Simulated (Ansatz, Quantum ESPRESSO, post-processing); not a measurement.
# BaS(001): dielectric constant from slabs in a field, part 3 of 6

Aim: the dielectric constant along the normal from slabs of two thicknesses in a field, starting with BaS(001), 5 layers.

Quantum ESPRESSO 7.5; plane-wave DFT, LDA, GBRV ultrasoft pseudopotentials; geometry by Ansatz 0.2.0 with PAW datasets.

So far. Step 3 (Self-consistent run, 5 layers: no field): The run needed 17 iterations to bring the estimated error under 1e-10 Ry; the largest force on any atom, held or free, is 0.21 eV/Å. Step 4 (Potential by pp.x, 5 layers): The vacuum is flat to 0.3 meV/Å, so its level is well defined. Inside the slab the curve depends on the local part of the pseudopotentials; only the vacuum level has a meaning of its own.

## (5) Ground state, 5 layers: field 0.1 V/Å

With the ions clamped, only the electrons screen the field of 0.1 V/Å.

Contents of n5.f1.in:

```
&control
  prefix = 'n5.f1'
  outdir = './out'
  pseudo_dir = './pseudo'
  calculation = 'scf'
  tprnfor = .true.
  tefield = .true.
  dipfield = .true.
/
&system
  ibrav = 0
  nat = 10
  ntyp = 2
  ecutwfc = 40
  ecutrho = 200
  occupations = 'fixed'
  edir = 3
  emaxpos = 0.97
  eopreg = 0.04
  eamp = 0.00194469
/
&electrons
  conv_thr = 1e-10
  mixing_beta = 0.5
  electron_maxstep = 120
/
ATOMIC_SPECIES
  Ba  137.3270  ba_lda_v1.uspp.F.UPF
  S   32.0600  s_lda_v1.4.uspp.F.UPF
CELL_PARAMETERS angstrom
  4.56083873870000 0.00000000000000 0.00000000000000
  0.00000000000000 4.56083873870000 0.00000000000000
  0.00000000000000 0.00000000000000 28.90000000000000
ATOMIC_POSITIONS crystal
  Ba  -0.000000000000 0.000000000000 0.280164965952
  S   0.500000000000 0.500000000000 0.279807064670
  Ba  0.500000000000 0.500000000000 0.388672194954
  S   -0.000000000000 0.000000000000 0.388408352514
  Ba  0.000000000000 0.000000000000 0.499999995996
  S   0.500000000000 0.500000000000 0.500000002911
  Ba  0.500000000000 0.500000000000 0.611327799255
  S   0.000000000000 0.000000000000 0.611591653419
  Ba  0.000000000000 0.000000000000 0.719835029236
  S   0.500000000000 0.500000000000 0.720192941093
K_POINTS automatic
  4 4 1 0 0 0
```

Launch:

```bash
OMP_NUM_THREADS=1 mpirun -n 8 pw.x -nk 1 -in n5.f1.in > n5.f1.out
```

The program printed:

```text
[banner, memory and clock lines left out]
Program PWSCF v.7.5 starts
[citation notice left out]

[...]
bravais-lattice index     =            0
     lattice parameter (alat)  =       8.6187  a.u.
     unit-cell volume          =    4056.8026 (a.u.)^3
     number of atoms/cell      =           10
     number of atomic types    =            2
     number of electrons       =        80.00
     number of Kohn-Sham states=           40
     kinetic-energy cutoff     =      40.0000  Ry
     charge density cutoff     =     200.0000  Ry
     scf convergence threshold =      1.0E-10
     mixing beta               =       0.5000
     number of iterations used =            8  plain     mixing
     Exchange-correlation=  SLA  PZ   NOGX NOGC
                           (   1   1   0   0   0   0   0)

[...]
PseudoPot. # 1 for Ba read from file:
     ./pseudo/ba_lda_v1.uspp.F.UPF
     Pseudo is Ultrasoft + core correction, Zval = 10.0
     Generated by new atomic code, or converted to UPF format
     Using radial grid of  907 points,  7 beta functions with:
                l(1) =   0
                l(2) =   0
                l(3) =   1
                l(4) =   1
                l(5) =   2
                l(6) =   2
                l(7) =   3
     Q(r) pseudized with  6 coefficients,  rinner =    1.700   1.700   1.700
                                                       1.700   1.700   1.700
                                                       1.700

     PseudoPot. # 2 for S  read from file:
     ./pseudo/s_lda_v1.4.uspp.F.UPF
     Pseudo is Ultrasoft + core correction, Zval =  6.0
     Generated by new atomic code, or converted to UPF format
     Using radial grid of  907 points,  6 beta functions with:
                l(1) =   0
                l(2) =   0
                l(3) =   1
                l(4) =   1
                l(5) =   2
                l(6) =   2
     Q(r) pseudized with  8 coefficients,  rinner =    1.300   1.300   1.300
                                                       1.300   1.300

     atomic species   valence    mass     pseudopotential
     Ba               10.00   137.32700     Ba( 1.00)
     S                 6.00    32.06000     S ( 1.00)

     No symmetry found

[...]
number of k points=    10
[...]
Dense  grid:   193957 G-vectors     FFT dimensions: (  40,  40, 250)

     Smooth grid:   138903 G-vectors     FFT dimensions: (  36,  36, 225)

     Initial potential from superposition of free atoms

     starting charge      79.9363, renormalised to      80.0000

     negative rho (up, down):  4.941E-01 0.000E+00

     Adding external electric field

     Computed dipole along edir(3) :
        Dipole               -0.0000 Ry au,         -0.0000 Debye
        Dipole field         -0.0000 Ry au,

        E field amplitude [Ha a.u.]:  1.9447E-03
        Potential amp.        0.2039 Ry
        Total length         52.4286 bohr

     Starting wfcs are   85 randomized atomic wfcs

     per-process dynamical memory:    48.5 Mb

     Self-consistent Calculation

     iteration #  1     ecut=    40.00 Ry     beta= 0.50
     Davidson diagonalization with overlap
     ethr =  1.00E-02,  avg # of iterations =  1.0

     negative rho (up, down):  4.792E-01 0.000E+00

     Adding external electric field

     Computed dipole along edir(3) :
        Dipole                0.4562 Ry au,          1.1596 Debye
        Dipole field          0.0014 Ry au,

        E field amplitude [Ha a.u.]:  1.9447E-03
        Potential amp.        0.0557 Ry
        Total length         52.4286 bohr

     total energy              =    -473.40668908 Ry
     estimated scf accuracy    <       0.87253342 Ry

     iteration #  2     ecut=    40.00 Ry     beta= 0.50
[...]
negative rho (up, down):  4.719E-01 0.000E+00

[...]
Dipole                0.1944 Ry au,          0.4942 Debye
[...]
E field amplitude [Ha a.u.]:  1.9447E-03
[...]
total energy              =    -473.65881423 Ry
     estimated scf accuracy    <       0.10677401 Ry

     iteration #  3     ecut=    40.00 Ry     beta= 0.50
[...]
negative rho (up, down):  4.649E-01 0.000E+00

[...]
Dipole                0.4255 Ry au,          1.0814 Debye
[...]
E field amplitude [Ha a.u.]:  1.9447E-03
[...]
total energy              =    -473.66800544 Ry
     estimated scf accuracy    <       0.02073217 Ry

     iteration #  4     ecut=    40.00 Ry     beta= 0.50
[...]
negative rho (up, down):  4.594E-01 0.000E+00

[...]
Dipole                0.2323 Ry au,          0.5904 Debye
[...]
E field amplitude [Ha a.u.]:  1.9447E-03
[...]
total energy              =    -473.67458101 Ry
     estimated scf accuracy    <       0.00761619 Ry

     iteration #  5     ecut=    40.00 Ry     beta= 0.50
[...]
negative rho (up, down):  4.586E-01 0.000E+00

[...]
Dipole                0.2786 Ry au,          0.7081 Debye
[...]
E field amplitude [Ha a.u.]:  1.9447E-03
[...]
total energy              =    -473.67469724 Ry
     estimated scf accuracy    <       0.00271940 Ry

     iteration #  6     ecut=    40.00 Ry     beta= 0.50
[...]
negative rho (up, down):  4.578E-01 0.000E+00

[...]
Dipole                0.3078 Ry au,          0.7824 Debye
[...]
E field amplitude [Ha a.u.]:  1.9447E-03
[...]
total energy              =    -473.67452485 Ry
     estimated scf accuracy    <       0.00061502 Ry

[...]
iteration # 14     ecut=    40.00 Ry     beta= 0.50
[...]
negative rho (up, down):  4.574E-01 0.000E+00

[...]
Dipole                0.2889 Ry au,          0.7342 Debye
[...]
E field amplitude [Ha a.u.]:  1.9447E-03
[...]
total energy              =    -473.67492871 Ry
     estimated scf accuracy    <       0.00000001 Ry

     iteration # 15     ecut=    40.00 Ry     beta= 0.50
[...]
negative rho (up, down):  4.574E-01 0.000E+00

[...]
Dipole                0.2888 Ry au,          0.7342 Debye
[...]
E field amplitude [Ha a.u.]:  1.9447E-03
[...]
total energy              =    -473.67492871 Ry
     estimated scf accuracy    <          1.3E-09 Ry

     iteration # 16     ecut=    40.00 Ry     beta= 0.50
[...]
negative rho (up, down):  4.574E-01 0.000E+00

[...]
Dipole                0.2888 Ry au,          0.7342 Debye
[...]
E field amplitude [Ha a.u.]:  1.9447E-03
[...]
total energy              =    -473.67492871 Ry
     estimated scf accuracy    <          1.4E-10 Ry

     iteration # 17     ecut=    40.00 Ry     beta= 0.50
[...]
negative rho (up, down):  4.574E-01 0.000E+00

[...]
Dipole                0.2889 Ry au,          0.7342 Debye
[...]
E field amplitude [Ha a.u.]:  1.9447E-03
[...]
End of self-consistent calculation

          k = 0.0000 0.0000 0.0000 ( 17429 PWs)   bands (ev):

   -25.5094 -25.2759 -25.1609 -25.0796 -24.9490 -10.9527 -10.7567 -10.6503
   -10.5627 -10.5627 -10.5295 -10.3337 -10.3337 -10.3048 -10.3048 -10.2462
   -10.1945 -10.1945 -10.0699 -10.0699  -9.1733  -9.1059  -8.8788  -8.8155
    -8.5912  -0.1755  -0.0756   0.2974   0.5430   0.7046   0.7046   0.7939
     0.7939   0.8612   0.8612   0.8916   0.9747   0.9747   1.2115   1.2115

          k = 0.0000 0.2500 0.0000 ( 17329 PWs)   bands (ev):

   -25.5027 -25.2691 -25.1527 -25.0741 -24.9429 -11.0727 -10.9997 -10.8921
   -10.8433 -10.7129 -10.6173 -10.5350 -10.4232 -10.3025 -10.2992 -10.2691
   -10.1945 -10.1795 -10.1269 -10.0540  -8.7083  -8.6912  -8.5048  -8.4797
    -8.2652  -0.4129  -0.3846  -0.0870  -0.0015   0.1257   0.2069   0.2451
     0.2532   0.3312   0.3827   0.4538   0.4764   0.5533   0.7164   0.8247

[...]
highest occupied level (ev):     1.2115

!    total energy              =    -473.67492871 Ry
     estimated scf accuracy    <          5.0E-11 Ry

     The total energy is the sum of the following terms:
     one-electron contribution =   -2082.70701249 Ry
     hartree contribution      =    1060.08660462 Ry
     xc contribution           =    -180.78842964 Ry
     ewald contribution        =     729.73477382 Ry
     electric field correction =      -0.00086502 Ry

     convergence has been achieved in  17 iterations

     negative rho (up, down):  4.574E-01 0.000E+00

     Forces acting on atoms (cartesian axes, Ry/au):

     atom    1 type  1   force =    -0.00000003   -0.00000001    0.01011286
     atom    2 type  2   force =     0.00000001   -0.00000000    0.00535905
     atom    3 type  1   force =     0.00000000   -0.00000001    0.00172001
     atom    4 type  2   force =     0.00000000    0.00000001   -0.00251147
     atom    5 type  1   force =    -0.00000001   -0.00000000    0.00205705
     atom    6 type  2   force =     0.00000001    0.00000000   -0.00204400
     atom    7 type  1   force =     0.00000001   -0.00000000    0.00223661
     atom    8 type  2   force =    -0.00000000    0.00000000   -0.00150644
     atom    9 type  1   force =     0.00000001   -0.00000000   -0.00608810
     atom   10 type  2   force =     0.00000000    0.00000001   -0.00933557

     Total force =     0.016738     Total SCF correction =     0.000008

[...]
```

Run time: 49 s. Hardware: 8 MPI ranks of Arm Neoverse V2, shared host; peak memory 1.7 GiB.

Read from the output:

```
free energy                    : -6444.6757 eV
dipole along the normal        : 0.1529 e·Å
valence top, on the run's zero : 1.212 eV
```

## (6) Potential by pp.x, 5 layers

Contents of n5.f1.pot.in:

```
&inputpp
  prefix = 'n5.f1'
  outdir = './out'
  filplot = 'n5.f1.pot.dat'
  plot_num = 11
/
```

Launch:

```bash
OMP_NUM_THREADS=1 mpirun -n 8 pp.x -in n5.f1.pot.in > n5.f1.pot.out
```

Elapsed: 1.1 s, on 8 MPI ranks; peak memory 0.18 GiB.

This step gave:

| Item | Value |
| --- | --- |
| slope of the potential above | 0.1002 eV/Å |
| upper vacuum line continued to the top atoms, over the valence top | 4.350 eV |
| slope of the potential below | 0.09977 eV/Å |
| lower vacuum line continued to the bottom atoms, over the valence top | 4.407 eV |

The slope in the vacuum is 0.100 eV/Å for an applied 0.10 V/Å, as it should be.

Each curve counts from the valence top of its own run.

The potential energy (potential at 0.0 V/Å) oscillates, so the rows of the table below give means over windows of 3.12 Å about each position, cut where the curve ends. Its maxima inside the range that stand out by 2 % of the span (Å: eV): 9.7: 3.48, 12.8: 3.50, 16.1: 3.50, 19.2: 3.48. Its minima: 8.1: -8.91, 11.2: -8.95, 14.4: -9.00, 17.7: -8.95, 20.8: -8.91.

The runs together. Table of potential energy by z; means over each step:

```csv
z (Å),potential at 0.0 V/Å (eV),potential at 0.1 V/Å (eV)
1.56,4.49,3.77
4.68,4.45,4.02
7.80,-1.55,-1.79
10.92,-1.65,-1.84
14.04,-1.67,-1.79
17.16,-1.62,-1.68
20.28,-1.62,-1.62
23.40,4.15,4.28
26.52,4.49,4.92
```

## (7) Clamped-ion dielectric constant from the field inside the slab, 5 layers

This step gave:

```
change of slope in the vacuum : 0.09994 eV/Å
polarisability a cell         : 22.02 Å³
sheet polarisability 4πα/A    : 13.30 Å
change of slope inside        : 0.02026 eV/Å
dielectric constant           : 4.933
```

Running mean over one layer period, set to zero at the slab's centre. The change of the potential energy, second field less first by z:

```csv
z (Å),"change of the potential energy, second field less first (eV)"
0,-0.138
1,-0.507
2,-0.578
3,-0.478
4,-0.379
5,-0.285
6,-0.204
7,-0.151
8,-0.122
9,-0.104
10,-0.0874
11,-0.0695
12,-0.0497
13,-0.0294
14,-0.00911
15,0.0111
16,0.0314
17,0.0518
18,0.0715
19,0.0893
20,0.106
21,0.125
22,0.156
23,0.214
24,0.297
25,0.393
26,0.492
27,0.521
28,0.208
```

ε = 0.0999 / 0.0203 = 4.93.

## (8) Relaxing the ions, 5 layers: ions relaxed in a field of 0.0 V/Å

For the ionic share, the slab is first relaxed tightly without a field, by the same code.

n5.r0.in is the input of step 5 with these lines changed:

```diff
@@ -1,9 +1,11 @@
 &control
-  prefix = 'n5.f1'
+  prefix = 'n5.r0'
   outdir = './out'
   pseudo_dir = './pseudo'
-  calculation = 'scf'
-  tprnfor = .true.
+  nstep = 30
+  forc_conv_thr = 5e-05
+  calculation = 'relax'
   tefield = .true.
   dipfield = .true.
+  etot_conv_thr = 1e-07
 /
@@ -19,3 +21,3 @@
   eopreg = 0.04
-  eamp = 0.00194469
+  eamp = 0.0
 /
@@ -25,2 +27,4 @@
   electron_maxstep = 120
+/
+&ions
 /
```

Launch:

```bash
OMP_NUM_THREADS=1 mpirun -n 8 pw.x -nk 1 -in n5.r0.in > n5.r0.out
```

The program printed:

```text
[banner, memory and clock lines left out]
Program PWSCF v.7.5 starts

          URL

     Presently no symmetry can be used with electric field

     bravais-lattice index     =            0
     lattice parameter (alat)  =       8.6187  a.u.
     unit-cell volume          =    4056.8026 (a.u.)^3
     number of atoms/cell      =           10
     number of atomic types    =            2
     number of electrons       =        80.00
     number of Kohn-Sham states=           40
     kinetic-energy cutoff     =      40.0000  Ry
     charge density cutoff     =     200.0000  Ry
     scf convergence threshold =      1.0E-10
     mixing beta               =       0.5000
     number of iterations used =            8  plain     mixing
     energy convergence thresh.=      1.0E-07
     force convergence thresh. =      5.0E-05
     Exchange-correlation=  SLA  PZ   NOGX NOGC
                           (   1   1   0   0   0   0   0)
     nstep                     =           30

     celldm(1)=   8.618736  celldm(2)=   0.000000  celldm(3)=   0.000000
     celldm(4)=   0.000000  celldm(5)=   0.000000  celldm(6)=   0.000000

     crystal axes: (cart. coord. in units of alat)
               a(1) = (   1.000000   0.000000   0.000000 )
               a(2) = (   0.000000   1.000000   0.000000 )
               a(3) = (   0.000000   0.000000   6.336554 )

     reciprocal axes: (cart. coord. in units 2 pi/alat)
               b(1) = (  1.000000  0.000000  0.000000 )
               b(2) = (  0.000000  1.000000  0.000000 )
               b(3) = (  0.000000  0.000000  0.157814 )

     PseudoPot. # 1 for Ba read from file:
     ./pseudo/ba_lda_v1.uspp.F.UPF
     Pseudo is Ultrasoft + core correction, Zval = 10.0
     Generated by new atomic code, or converted to UPF format
     Using radial grid of  907 points,  7 beta functions with:
                l(1) =   0
                l(2) =   0
                l(3) =   1
                l(4) =   1
                l(5) =   2
                l(6) =   2
                l(7) =   3
     Q(r) pseudized with  6 coefficients,  rinner =    1.700   1.700   1.700
                                                       1.700   1.700   1.700
                                                       1.700

     PseudoPot. # 2 for S  read from file:
     ./pseudo/s_lda_v1.4.uspp.F.UPF
     Pseudo is Ultrasoft + core correction, Zval =  6.0
     Generated by new atomic code, or converted to UPF format
     Using radial grid of  907 points,  6 beta functions with:
                l(1) =   0
                l(2) =   0
                l(3) =   1
                l(4) =   1
                l(5) =   2
                l(6) =   2
     Q(r) pseudized with  8 coefficients,  rinner =    1.300   1.300   1.300
[...]
negative rho (up, down):  4.559E-01 0.000E+00

     Adding external electric field

     Computed dipole along edir(3) :
        Dipole                0.0000 Ry au,          0.0000 Debye
        Dipole field          0.0000 Ry au,

        Potential amp.       -0.0000 Ry
        Total length         52.4286 bohr

     total energy              =    -473.67987344 Ry
     estimated scf accuracy    <       0.00000107 Ry

     iteration #  2     ecut=    40.00 Ry     beta= 0.50
     Davidson diagonalization with overlap
     ethr =  1.34E-09,  avg # of iterations =  4.1

     negative rho (up, down):  4.559E-01 0.000E+00

     Adding external electric field

     Computed dipole along edir(3) :
        Dipole               -0.0000 Ry au,         -0.0000 Debye
        Dipole field         -0.0000 Ry au,

        Potential amp.        0.0000 Ry
        Total length         52.4286 bohr

     total energy              =    -473.67987366 Ry
     estimated scf accuracy    <       0.00000044 Ry

     iteration #  3     ecut=    40.00 Ry     beta= 0.50
     Davidson diagonalization with overlap
     ethr =  5.49E-10,  avg # of iterations =  3.4

     negative rho (up, down):  4.559E-01 0.000E+00

     Adding external electric field

     Computed dipole along edir(3) :
        Dipole                0.0000 Ry au,          0.0000 Debye
        Dipole field          0.0000 Ry au,

        Potential amp.       -0.0000 Ry
        Total length         52.4286 bohr

     total energy              =    -473.67987377 Ry
     estimated scf accuracy    <       0.00000006 Ry

     iteration #  4     ecut=    40.00 Ry     beta= 0.50
     Davidson diagonalization with overlap
     ethr =  7.70E-11,  avg # of iterations =  3.2

     negative rho (up, down):  4.559E-01 0.000E+00

     Adding external electric field

     Computed dipole along edir(3) :
        Dipole               -0.0000 Ry au,         -0.0000 Debye
        Dipole field         -0.0000 Ry au,

        Potential amp.        0.0000 Ry
        Total length         52.4286 bohr

     total energy              =    -473.67987378 Ry
     estimated scf accuracy    <          8.7E-09 Ry

     iteration #  5     ecut=    40.00 Ry     beta= 0.50
     Davidson diagonalization with overlap
     ethr =  1.08E-11,  avg # of iterations =  4.1

     negative rho (up, down):  4.559E-01 0.000E+00

     Adding external electric field

     Computed dipole along edir(3) :
        Dipole               -0.0000 Ry au,         -0.0000 Debye
        Dipole field         -0.0000 Ry au,

        Potential amp.        0.0000 Ry
        Total length         52.4286 bohr

     total energy              =    -473.67987378 Ry
     estimated scf accuracy    <          7.3E-10 Ry

     iteration #  6     ecut=    40.00 Ry     beta= 0.50
     Davidson diagonalization with overlap
     ethr =  9.08E-13,  avg # of iterations =  5.0

     negative rho (up, down):  4.559E-01 0.000E+00

     Adding external electric field

     Computed dipole along edir(3) :
        Dipole                0.0000 Ry au,          0.0000 Debye
        Dipole field          0.0000 Ry au,

        Potential amp.       -0.0000 Ry
        Total length         52.4286 bohr

     total energy              =    -473.67987378 Ry
     estimated scf accuracy    <          3.4E-10 Ry

     iteration #  7     ecut=    40.00 Ry     beta= 0.50
     Davidson diagonalization
[key lines of the parts left out:]
convergence has been achieved in  10 iterations
```

The job ended after 13 min (8 MPI ranks; peak memory 1.7 GiB).

The run ended without convergence.

The SCF cycles converged, but the relaxation stalled before the forces met their threshold.

(Continued in part 4 of 6.)

[Logs are printed without paths, hosts, clocks, repeated set-up lines and the standing remarks that a program may print on its own settings, such as how far it seeks lower states.]

[Hosts, paths, dates, database ids (printed as entryN), source tags and the programs' standing remarks are cut or masked in the printed files.]

[Maps of the electrostatic potential energy from Ansatz leave out the sawtooth potential of an applied field or a dipole correction, so their vacuum need not be flat; planar profiles and work functions include it.]
